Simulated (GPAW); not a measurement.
Wanted: an ASE script for a GPAW 26.7.0 run.

* Task: equation of state
* Functional: BLYP
* Dispersion: D3(BJ)
* Potentials or basis: PAW data sets generated in the run's folder for this functional
* Cutoff: 800 eV
* Basis: pw
* k mesh: 8 × 8 × 8
* Occupations: fermi-dirac, width 0.05 eV
* Spin: no spin polarisation
* Eigensolver: davidson
* Maxiter: 150
* Eos scales: [0.94, 0.96, 0.98, 1.0, 1.02, 1.04, 1.06]

The structure of HfC lies in HfC.cif:

```cif
data_HfC
_cell_length_a 4.65000000
_cell_length_b 4.65000000
_cell_length_c 4.65000000
_cell_angle_alpha 90.00000000
_cell_angle_beta 90.00000000
_cell_angle_gamma 90.00000000
_space_group_name_H-M_alt 'Fm-3m'
_space_group_name_Hall '-F 4 2 3'
_space_group_IT_number 225
loop_
_space_group_symop_operation_xyz
'x,y,z'
'-x,-y,-z'
'-y,x,z'
'y,-x,-z'
'-x,-y,z'
'x,y,-z'
'y,-x,z'
'-y,x,-z'
'x,-y,-z'
'-x,y,z'
'-y,-x,-z'
'y,x,z'
'-x,y,-z'
'x,-y,z'
'y,x,-z'
'-y,-x,z'
'z,x,y'
'-z,-x,-y'
'z,-y,x'
'-z,y,-x'
'z,-x,-y'
'-z,x,y'
'z,y,-x'
'-z,-y,x'
'-z,x,-y'
'z,-x,y'
'-z,-y,-x'
'z,y,x'
'-z,-x,y'
'z,x,-y'
'-z,y,x'
'z,-y,-x'
'y,z,x'
'-y,-z,-x'
'x,z,-y'
'-x,-z,y'
'-y,z,-x'
'y,-z,x'
'-x,z,y'
'x,-z,-y'
'-y,-z,x'
'y,z,-x'
'-x,-z,-y'
'x,z,y'
'y,-z,-x'
'-y,z,x'
'x,-z,y'
'-x,z,-y'
'x,y+1/2,z+1/2'
'-x,-y+1/2,-z+1/2'
'-y,x+1/2,z+1/2'
'y,-x+1/2,-z+1/2'
'-x,-y+1/2,z+1/2'
'x,y+1/2,-z+1/2'
'y,-x+1/2,z+1/2'
'-y,x+1/2,-z+1/2'
'x,-y+1/2,-z+1/2'
'-x,y+1/2,z+1/2'
'-y,-x+1/2,-z+1/2'
'y,x+1/2,z+1/2'
'-x,y+1/2,-z+1/2'
'x,-y+1/2,z+1/2'
'y,x+1/2,-z+1/2'
'-y,-x+1/2,z+1/2'
'z,x+1/2,y+1/2'
'-z,-x+1/2,-y+1/2'
'z,-y+1/2,x+1/2'
'-z,y+1/2,-x+1/2'
'z,-x+1/2,-y+1/2'
'-z,x+1/2,y+1/2'
'z,y+1/2,-x+1/2'
'-z,-y+1/2,x+1/2'
'-z,x+1/2,-y+1/2'
'z,-x+1/2,y+1/2'
'-z,-y+1/2,-x+1/2'
'z,y+1/2,x+1/2'
'-z,-x+1/2,y+1/2'
'z,x+1/2,-y+1/2'
'-z,y+1/2,x+1/2'
'z,-y+1/2,-x+1/2'
'y,z+1/2,x+1/2'
'-y,-z+1/2,-x+1/2'
'x,z+1/2,-y+1/2'
'-x,-z+1/2,y+1/2'
'-y,z+1/2,-x+1/2'
'y,-z+1/2,x+1/2'
'-x,z+1/2,y+1/2'
'x,-z+1/2,-y+1/2'
'-y,-z+1/2,x+1/2'
'y,z+1/2,-x+1/2'
'-x,-z+1/2,-y+1/2'
'x,z+1/2,y+1/2'
'y,-z+1/2,-x+1/2'
'-y,z+1/2,x+1/2'
'x,-z+1/2,y+1/2'
'-x,z+1/2,-y+1/2'
'x+1/2,y,z+1/2'
'-x+1/2,-y,-z+1/2'
'-y+1/2,x,z+1/2'
'y+1/2,-x,-z+1/2'
'-x+1/2,-y,z+1/2'
'x+1/2,y,-z+1/2'
'y+1/2,-x,z+1/2'
'-y+1/2,x,-z+1/2'
'x+1/2,-y,-z+1/2'
'-x+1/2,y,z+1/2'
'-y+1/2,-x,-z+1/2'
'y+1/2,x,z+1/2'
'-x+1/2,y,-z+1/2'
'x+1/2,-y,z+1/2'
'y+1/2,x,-z+1/2'
'-y+1/2,-x,z+1/2'
'z+1/2,x,y+1/2'
'-z+1/2,-x,-y+1/2'
'z+1/2,-y,x+1/2'
'-z+1/2,y,-x+1/2'
'z+1/2,-x,-y+1/2'
'-z+1/2,x,y+1/2'
'z+1/2,y,-x+1/2'
'-z+1/2,-y,x+1/2'
'-z+1/2,x,-y+1/2'
'z+1/2,-x,y+1/2'
'-z+1/2,-y,-x+1/2'
'z+1/2,y,x+1/2'
'-z+1/2,-x,y+1/2'
'z+1/2,x,-y+1/2'
'-z+1/2,y,x+1/2'
'z+1/2,-y,-x+1/2'
'y+1/2,z,x+1/2'
'-y+1/2,-z,-x+1/2'
'x+1/2,z,-y+1/2'
'-x+1/2,-z,y+1/2'
'-y+1/2,z,-x+1/2'
'y+1/2,-z,x+1/2'
'-x+1/2,z,y+1/2'
'x+1/2,-z,-y+1/2'
'-y+1/2,-z,x+1/2'
'y+1/2,z,-x+1/2'
'-x+1/2,-z,-y+1/2'
'x+1/2,z,y+1/2'
'y+1/2,-z,-x+1/2'
'-y+1/2,z,x+1/2'
'x+1/2,-z,y+1/2'
'-x+1/2,z,-y+1/2'
'x+1/2,y+1/2,z'
'-x+1/2,-y+1/2,-z'
'-y+1/2,x+1/2,z'
'y+1/2,-x+1/2,-z'
'-x+1/2,-y+1/2,z'
'x+1/2,y+1/2,-z'
'y+1/2,-x+1/2,z'
'-y+1/2,x+1/2,-z'
'x+1/2,-y+1/2,-z'
'-x+1/2,y+1/2,z'
'-y+1/2,-x+1/2,-z'
'y+1/2,x+1/2,z'
'-x+1/2,y+1/2,-z'
'x+1/2,-y+1/2,z'
'y+1/2,x+1/2,-z'
'-y+1/2,-x+1/2,z'
'z+1/2,x+1/2,y'
'-z+1/2,-x+1/2,-y'
'z+1/2,-y+1/2,x'
'-z+1/2,y+1/2,-x'
'z+1/2,-x+1/2,-y'
'-z+1/2,x+1/2,y'
'z+1/2,y+1/2,-x'
'-z+1/2,-y+1/2,x'
'-z+1/2,x+1/2,-y'
'z+1/2,-x+1/2,y'
'-z+1/2,-y+1/2,-x'
'z+1/2,y+1/2,x'
'-z+1/2,-x+1/2,y'
'z+1/2,x+1/2,-y'
'-z+1/2,y+1/2,x'
'z+1/2,-y+1/2,-x'
'y+1/2,z+1/2,x'
'-y+1/2,-z+1/2,-x'
'x+1/2,z+1/2,-y'
'-x+1/2,-z+1/2,y'
'-y+1/2,z+1/2,-x'
'y+1/2,-z+1/2,x'
'-x+1/2,z+1/2,y'
'x+1/2,-z+1/2,-y'
'-y+1/2,-z+1/2,x'
'y+1/2,z+1/2,-x'
'-x+1/2,-z+1/2,-y'
'x+1/2,z+1/2,y'
'y+1/2,-z+1/2,-x'
'-y+1/2,z+1/2,x'
'x+1/2,-z+1/2,y'
'-x+1/2,z+1/2,-y'
loop_
_atom_site_label
_atom_site_type_symbol
_atom_site_symmetry_multiplicity
_atom_site_Wyckoff_symbol
_atom_site_fract_x
_atom_site_fract_y
_atom_site_fract_z
_atom_site_occupancy
Hf1 Hf 4 b 0.5000000000 0.0000000000 0.0000000000 1
C1 C 4 a 0.0000000000 0.0000000000 0.0000000000 1
```

These files were run (other wordings do the same):

run.py

```python
import spglib
from ase import Atoms
from ase.calculators.mixing import SumCalculator
from ase.eos import EquationOfState
from ase.io import Trajectory, read
from ase.units import GPa
from dftd3.ase import DFTD3
from gpaw import GPAW, PW, setup_paths

setup_paths.insert(0, '.')

atoms = read('HfC.cif')
cell, positions, numbers = spglib.find_primitive(
    (atoms.cell[:], atoms.get_scaled_positions(), atoms.numbers), symprec=1e-4)
atoms = Atoms(numbers, cell=cell, scaled_positions=positions, pbc=True)

traj = Trajectory('eos.traj', 'w')
volumes, energies = [], []
for x in [0.94, 0.96, 0.98, 1.0, 1.02, 1.04, 1.06]:
    a = atoms.copy()
    a.set_cell(atoms.cell * x**(1 / 3), scale_atoms=True)
    calc = GPAW(mode=PW(800),
                xc='BLYP',
                kpts={'size': (8, 8, 8), 'gamma': True},
                occupations={'name': 'fermi-dirac', 'width': 0.05},
                nbands=18,
                convergence={'density': 1e-05, 'energy': 1e-05},
                eigensolver='davidson',
                maxiter=150,
                txt=f'eos-{x:.2f}.txt')
    a.calc = SumCalculator([calc, DFTD3(method='blyp', damping='d3bj')])
    energies.append(a.get_potential_energy())
    volumes.append(a.get_volume())
    p = -a.get_stress()[:3].mean() / GPa
    calc.write(f'eos-{x:.2f}.gpw')
    traj.write(a)
    print(f'{x:.2f} {volumes[-1]:10.4f} A^3 {energies[-1]:14.6f} eV {p:9.3f} GPa', flush=True)

v0, e0, B = EquationOfState(volumes, energies, eos='birchmurnaghan').fit()
print(f'V0 = {v0:.4f} A^3, E0 = {e0:.6f} eV, B0 = {B / GPa:.2f} GPa')
```

Potentials or basis: PAW data sets generated in the run's folder for this functional, pw.

Run with:

```sh
$ gpaw-setup -f BLYP C Hf
$ OMP_NUM_THREADS=1 python run.py
```

Results of the run:

The equilibrium volume is 12.37 Å³/atom, the bulk modulus is 246 GPa and the pressure derivative of the bulk modulus is 4.1.

It took 95 s on 1 thread of Arm Neoverse V2, with other jobs on the host, peak memory 0.26 GiB.
